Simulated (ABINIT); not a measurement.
# C in ABINIT: a series of runs

The runs below take C through relaxation of cell and atoms, with PBE, PBE+D3, PBE+D3(BJ), PBE+D4.

Everything below comes from runs of ABINIT 10.8.3 (patched build). Logs are shortened: lines on timing, memory, paths and dates and some standing lists are left out, and cuts for length are marked. The log counts tension as positive stress, the text compression.

### Step 1. Starting point

The cell holds a slab with vacuum, 2 atoms: a = 2.456 Å, b = 2.456 Å, c = 8.524 Å, α = 90.00°, β = 90.00°, γ = 120.00°.

The slab is cut from a database's or a generator's crystal, which needn't be the stable form of the element.

### Step 2. Relaxation of cell and atoms, PBE

The input, run.py:

```python
import json, os
import numpy as np
from ase.constraints import FixSymmetry
from ase.optimize import BFGS
from ase.filters import FrechetCellFilter
from ase.units import GPa
from ase.calculators.abinit import Abinit, AbinitProfile
from ase import Atoms

atoms = Atoms(['C', 'C'],
              cell=[[2.4561701622, 0.0, 0.0], [-1.2280850811, 2.1271057565, 0.0], [0.0, 0.0, 8.52380336]],
              scaled_positions=[[0.6666666667, 0.3333333333, 0.0], [0.3333333333, 0.6666666667, 0.0]],
              pbc=True)

profile = AbinitProfile(command='abinit', pp_paths=[os.path.abspath('pseudos')])
params = dict(
    pps='pawxml', xc='PBE',
    chksymtnons=0,
    tolsym=1e-05,
    ecut=517.0163,
    pawecutdg=1034.0327,
    pawxcdev=0,
    pawovlp=-1,
    kptopt=1,
    ngkpt=[12, 12, 3],
    nshiftk=1,
    shiftk=[0.0, 0.0, 0.0],
    ixc=11,
    nband=8,
    occopt=3,
    tsmear=0.05,
    nstep=100,
    tolvrs=1e-09,
    prtwf=0,
    prtden=0,
    ecutsm=0.5,
)

atoms.calc = Abinit(profile=profile, directory='run', **params)
atoms.set_constraint(FixSymmetry(atoms, symprec=1e-4))
opt = BFGS(FrechetCellFilter(atoms), trajectory='opt.traj')
converged = opt.run(fmax=0.02, steps=30)
print('converged', converged)
print('cell (A)', np.round(atoms.cell[:], 5).tolist())
energy = atoms.get_potential_energy()
forces = atoms.get_forces()
stress = atoms.get_stress()
print(f'energy {energy:.6f} eV')
print('forces (eV/A)')
print(np.round(forces, 5))
print('stress (GPa, Voigt, tension positive)', np.round(stress / GPa, 4))
json.dump(dict(energy=energy, forces=forces.tolist(), stress=stress.tolist(), cell=atoms.cell.tolist(), frac=atoms.get_scaled_positions(wrap=False).tolist()), open('results.json', 'w'))
```

Potentials or basis: JTH PAW PBE v2.0.

Launch:

```bash
python run.py
```

Log:

```text
Step          Energy          fmax
BFGS:    0     -312.788545        0.255627
BFGS:    1     -312.790092        0.130120
BFGS:    2     -312.790641        0.009122
converged True
cell (A) [[2.46533, -0.0, -0.0], [-1.23266, 2.13504, -0.0], [-0.0, 0.0, 8.52214]]
energy -312.790641 eV
forces (eV/A)
[[0. 0. 0.]
 [0. 0. 0.]]
stress (GPa, Voigt, tension positive) [-0.0009 -0.0009  0.0652  0.      0.      0.    ]
```

abinit.in:

```text
chksymtnons 0
ecut 517.0163 eV
ecutsm 0.5
ixc 11
kptopt 1
natom 2
nband 8
ngkpt
12 12 3
nshiftk 1
nsppol 1
nstep 100
occopt 3
pawecutdg 1034.0327 eV
pawovlp -1
pawxcdev 0
prtden 0
prtwf 0
shiftk
0.0 0.0 0.0
tolsym 1e-05
tolvrs 1e-09
tsmear 0.05 eV
#Definition of the unit cell
acell
1.00000000000000 1.00000000000000 1.00000000000000 Angstrom
rprim
2.46532674785431 -0.00000000000000 -0.00000000000000
-1.23266337392715 2.13503559227110 -0.00000000000000
-0.00000000000000 0.00000000000000 8.52214263530860
chkprim 0 # Allow non-primitive cells
#Definition of the atom types
ntypat 1
znucl 6
#Enumerate different atomic species
typat
 1 1
pseudos "./pseudos/C.GGA_PBE-JTH.xml"
#Definition of the atoms
xcart
2.32939618230537 1.34487751263432 -0.00000000000000
0.00000000023294 2.68975502540313 -0.00000000000000
chkexit 1 # abinit.exit file in the running directory terminates after the current SCF
```

abinit.abo:

```text
.Version 10.8.3 of ABINIT
 Symmetries : space group P6/m m m (#191); Bravais hP (primitive hexag.)
================================================================================
 Values of the parameters that define the memory need of the present run
     intxc =       0    ionmov =       0      iscf =      17    lmnmax =       8
     lnmax =       4     mgfft =      64  mpssoang =       2    mqgrid =    4469
     natom =       2  nloc_mem =       2    nspden =       1   nspinor =       1
    nsppol =       1      nsym =      24    n1xccc =       1    ntypat =       1
    occopt =       3   xclevel =       2
       mpw =        1221          nfft =       25600          nkpt =          38
 PAW method is used; the additional fine FFT grid is defined by:
   mgfftf=        90    nfftf =     65610
================================================================================
================================================================================

--------------------------------------------------------------------------------
------------- Echo of variables that govern the present computation ------------
--------------------------------------------------------------------------------
 -outvars: echo values of preprocessed input variables --------
            acell      1.8897261259E+00  1.8897261259E+00  1.8897261259E+00 Bohr
              amu      1.20110000E+01
          chkexit           1
          chkprim           0
      chksymtnons           0
             ecut      1.89999986E+01 Hartree
           ecutsm      5.00000000E-01 Hartree
              ixc          11
         kptrlatt       12    0    0      0   12    0      0    0    3
          kptrlen      5.59055084E+01
            natom           2
            nband           8
            ngfft          20      20      64
          ngfftdg          27      27      90
             nkpt          38
            nstep         100
             nsym          24
           ntypat           1
[... 164 lines left out ...]
  -0.73983   -0.30213   -0.13395   -0.13395    0.08243    0.16842    0.22834    0.28356
      occupation numbers for kpt#   1
   2.00000    2.00000    2.00000    2.00000    0.00000    0.00000    0.00000    0.00000
 prteigrs : prtvol=0 or 1, do not print more k-points.

--- !EnergyTerms
iteration_state     : {dtset: 1, }
comment             : Components of total free energy in Hartree
kinetic             :  6.81831539314389E+00
hartree             :  1.87654014668820E+01
xc                  : -4.28907605886262E+00
Ewald energy        :  8.94405499122901E+00
psp_core            :  2.31206847508850E-01
local_psp           : -4.35098500635075E+01
PAW spherical_terms :  1.54517413625111E+00
internal            : -1.14947732873553E+01
'-kT*entropy'       : -7.07574665202502E-05
total_energy        : -1.14948440448218E+01
total_energy_eV     : -3.12790641140961E+02
...

--- !EnergyTermsDC
iteration_state     : {dtset: 1, }
comment             : '"Double-counting" decomposition of free energy'
band_energy         : -2.86601480582924E+00
Ewald energy        :  8.94405499122901E+00
psp_core            :  2.31206847508850E-01
xc_dc               : -1.86243128449110E+01
PAW spherical_terms :  8.20302601711434E-01
internal            : -1.14947632102909E+01
'-kT*entropy'       : -7.07574665202502E-05
total_energy_dc     : -1.14948339677574E+01
total_energy_dc_eV  : -3.12790366930070E+02
...

--- !EnergyTermsWithPAWCore
iteration_state     : {dtset: 1, }
comment             : 'Components of total free energy, including PAW core contributions'
Total energy        : -7.62086783553826E+01
Total energy DC     : -7.62086682783182E+01
Total energy (eV)   : -2.07374378202405E+03
Total energy DC (eV): -2.07374350781316E+03
...

 Cartesian components of stress tensor (hartree/bohr^3)
  sigma(1 1)= -3.01368876E-08  sigma(3 2)=  0.00000000E+00
  sigma(2 2)= -3.01368876E-08  sigma(3 1)=  0.00000000E+00
  sigma(3 3)=  2.21489121E-06  sigma(2 1)=  0.00000000E+00

-Cartesian components of stress tensor (GPa)         [Pressure= -2.1130E-02 GPa]
- sigma(1 1)= -8.86657844E-04  sigma(3 2)=  0.00000000E+00
- sigma(2 2)= -8.86657844E-04  sigma(3 1)=  0.00000000E+00
- sigma(3 3)=  6.51643491E-02  sigma(2 1)=  0.00000000E+00

== END DATASET(S) ==============================================================
================================================================================

 -outvars: echo values of variables after computation  --------
            acell      1.8897261259E+00  1.8897261259E+00  1.8897261259E+00 Bohr
           etotal     -1.1494833968E+01
            fcart     -3.4678238641E-28  2.0021490414E-28 -8.3599075323E-30
                       3.4678238641E-28 -2.0021490414E-28  8.3599075323E-30
            rprim      2.4653267479E+00 -0.0000000000E+00 -0.0000000000E+00
                      -1.2326633739E+00  2.1350355923E+00 -0.0000000000E+00
                      -0.0000000000E+00  0.0000000000E+00  8.5221426353E+00
           strten     -3.0136887575E-08 -3.0136887571E-08  2.2148912082E-06
                       0.0000000000E+00  0.0000000000E+00  0.0000000000E+00
           xangst      1.2326633740E+00  7.1167853065E-01  0.0000000000E+00
                       1.0015559989E-10  1.4233570614E+00  0.0000000000E+00
             xred      6.6666666668E-01  3.3333333328E-01  0.0000000000E+00
                       3.3333333335E-01  6.6666666661E-01  0.0000000000E+00
 Calculation completed.
```

Wall time 37 s (1 thread of Arm Neoverse V1, shared host); peak memory 0.09 GiB.

Results:

- Free energy: -312.7904 eV
- Relaxed volume: 22.43 Å³/atom
- Relaxed cell: a = 2.465 Å, b = 2.465 Å, c = 8.522 Å, α = 90.00°, β = 90.00°, γ = 120.00°
- Space group after relaxing (to 0.05 Å): P6/mmm (No. 191)
- Energy gained by relaxing: 1.0 meV/atom
- Ionic steps: 3
- Band gap on the k mesh: none (metal or under the smearing width)

Step by step:
```tsv
step	energy change (eV)	largest force (eV/Å)	pressure (GPa)	volume (Å³)
1	0.0000	0.0000	1.20	44.53
2	-0.0015	0.0000	0.60	44.69
3	-0.0021	0.0000	-0.02	44.86
```

Final structure:
```yaml
crystal:
  lattice:
    - [2.46533, 0.00000, 0.00000]
    - [-1.23266, 2.13504, 0.00000]
    - [0.00000, 0.00000, 8.52214]
  atoms:
    - { symbol: C, position: [0.66667, 0.33333, 0.00000] }
    - { symbol: C, position: [0.33333, 0.66667, 0.00000] }
```

Levels at points of the mesh, in eV from the Fermi level:
```tsv
k point	band 1	band 2	band 3	band 4	band 5	band 6	band 7	band 8
(0.00, 0.00, 0.00)	-19.53	-7.62	-3.04	-3.04	2.84	5.18	6.81	8.32
(0.50, 0.00, 0.00)	-14.29	-13.24	-6.42	-2.36	1.67	7.37	10.78	10.88
```

Caveat: the log and the count of SCF iterations are those of the last ABINIT call alone; the atomic spheres overlap.

### Step 3. Relaxation of cell and atoms, PBE+D3

Edit run.py of step 2 so:

```diff
@@ -6,2 +6,4 @@
 from ase.units import GPa
+from ase.calculators.mixing import SumCalculator
+from dftd3.ase import DFTD3
 from ase.calculators.abinit import Abinit, AbinitProfile
@@ -38,3 +40,3 @@
 
-atoms.calc = Abinit(profile=profile, directory='run', **params)
+atoms.calc = SumCalculator([Abinit(profile=profile, directory='run', **params), DFTD3(method='pbe', damping='d3zero')])
 atoms.set_constraint(FixSymmetry(atoms, symprec=1e-4))
```

Potentials or basis: JTH PAW PBE v2.0.

Launch:

```bash
python run.py
```

Wall time 37 s (1 thread of Arm Neoverse V1, shared host); peak memory 0.1 GiB.

Results (log left out):

```
Free energy                            : -312.8626 eV
Relaxed volume                         : 22.42 Å³/atom
Relaxed cell                           : a = 2.465 Å, b = 2.465 Å, c = 8.521 Å, α = 90.00°, β = 90.00°, γ = 120.00°
Space group after relaxing (to 0.05 Å) : P6/mmm (No. 191)
Energy gained by relaxing              : 1.0 meV/atom
Ionic steps                            : 3
Band gap on the k mesh                 : none (metal or under the smearing width)
Dispersion energy per atom             : -0.036 eV
```

Step by step:
```
step  energy change (eV)  largest force (eV/Å)  pressure (GPa)  volume (Å³)
   1              0.0000                0.0000            1.15        44.53
   2             -0.0015                0.0000            0.56        44.69
   3             -0.0020                0.0000           -0.04        44.84
```

Final structure:
```
C
1.0
     2.46499    0.00000    0.00000
    -1.23250    2.13474    0.00000
     0.00000    0.00000    8.52078
C
2
Direct
  0.66667 0.33333 0.00000
  0.33333 0.66667 0.00000
```

Levels at points of the mesh, in eV from the Fermi level:
```tsv
k point	band 1	band 2	band 3	band 4	band 5	band 6	band 7	band 8
(0.00, 0.00, 0.00)	-19.53	-7.62	-3.04	-3.04	2.84	5.18	6.81	8.32
(0.50, 0.00, 0.00)	-14.29	-13.24	-6.42	-2.36	1.67	7.37	10.79	10.88
```

Caveat: the log and the count of SCF iterations are those of the last ABINIT call alone; the atomic spheres overlap.

### Step 4. Relaxation of cell and atoms, PBE+D3(BJ)

Edit run.py of step 3 so:

```diff
@@ -40,3 +40,3 @@
 
-atoms.calc = SumCalculator([Abinit(profile=profile, directory='run', **params), DFTD3(method='pbe', damping='d3zero')])
+atoms.calc = SumCalculator([Abinit(profile=profile, directory='run', **params), DFTD3(method='pbe', damping='d3bj')])
 atoms.set_constraint(FixSymmetry(atoms, symprec=1e-4))
```

Launch:

```bash
python run.py
```

Run time: 37 s. Hardware: 1 thread of Arm Neoverse V1, shared host; peak memory 0.1 GiB.

The run converged. Its results:

```yaml
Free_energy: -312.9711 eV
Relaxed_volume: 22.41 Å³/atom
Relaxed_cell: a = 2.465 Å, b = 2.465 Å, c = 8.521 Å, α = 90.00°, β = 90.00°, γ = 120.00°
Space_group_after_relaxing_to_0.05_Å: P6/mmm (No. 191)
Energy_gained_by_relaxing: 0.9 meV/atom
Ionic_steps: 3
Band_gap_on_the_k_mesh: none (metal or under the smearing width)
Dispersion_energy_per_atom: -0.090 eV
```

Step by step:
| step | energy change (eV) | largest force (eV/Å) | pressure (GPa) | volume (Å³) |
| --- | --- | --- | --- | --- |
| 1 | 0.0000 | 0.0000 | 1.13 | 44.53 |
| 2 | -0.0014 | 0.0000 | 0.53 | 44.68 |
| 3 | -0.0018 | 0.0000 | -0.04 | 44.82 |

Final structure:
```cif
data_structure
_symmetry_space_group_name_H-M 'P 1'
_symmetry_Int_Tables_number 1
_cell_length_a 2.4646
_cell_length_b 2.4646
_cell_length_c 8.5208
_cell_angle_alpha 90.000
_cell_angle_beta 90.000
_cell_angle_gamma 120.000
_cell_volume 44.82
loop_
_atom_site_label
_atom_site_type_symbol
_atom_site_fract_x
_atom_site_fract_y
_atom_site_fract_z
_atom_site_occupancy
C1 C 0.66667 0.33333 0.00000 1
C2 C 0.33333 0.66667 0.00000 1
```

Levels at points of the mesh, in eV from the Fermi level:
| k point | band 1 | band 2 | band 3 | band 4 | band 5 | band 6 | band 7 | band 8 |
| --- | --- | --- | --- | --- | --- | --- | --- | --- |
| (0.00, 0.00, 0.00) | -19.54 | -7.63 | -3.04 | -3.04 | 2.84 | 5.18 | 6.81 | 8.32 |
| (0.50, 0.00, 0.00) | -14.29 | -13.25 | -6.42 | -2.36 | 1.67 | 7.38 | 10.79 | 10.88 |

Caveat: the log and the count of SCF iterations are those of the last ABINIT call alone; the atomic spheres overlap.

[end of part 1 of 2]
